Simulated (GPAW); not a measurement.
Crystal: ZnSe (Stilleite).

```xyz
2
Lattice="0.0000 2.8338 2.8338 2.8338 0.0000 2.8338 2.8338 2.8338 0.0000" Properties=species:S:1:pos:R:3 pbc="T T T"
Se    1.4169    1.4169    1.4169
Zn    0.0000    0.0000    0.0000
```

Program: GPAW 26.7.0. Alike in all runs: task band structure; potentials or basis GPAW PAW data sets (gpaw-data 1.2.1), pw; spin SOC, no magnetisation; cell as given; k mesh 7 × 7 × 7; cutoff (eV) 600; smearing fermi-dirac 0.05 eV.

Q: Order these runs on this cell by their band gap on the k mesh, lowest first.
A. level revTPSS; eigensolver davidson; band points 60; spin axis theta (degrees) 90; spin axis phi (degrees) 45
B. level PBE; band points 100; spin axis theta (degrees) 90; spin axis phi (degrees) 0
C. level mBEEF; band points 80; spin axis theta (degrees) 90; spin axis phi (degrees) 45
D. level M06-L; band points 80; spin axis theta (degrees) 0; spin axis phi (degrees) 0

A: B (1.16 eV), A (1.33 eV), D (1.48 eV), C (1.91 eV).

Caveats: spin-orbit coupling was added after a scalar SCF, so levels and gaps hold it while energy, forces, pressure and moments don't; this program's spin-orbit splittings come out too wide for heavy elements.

A k mesh can miss the band edges.

Not every run made on this cell is shown here.
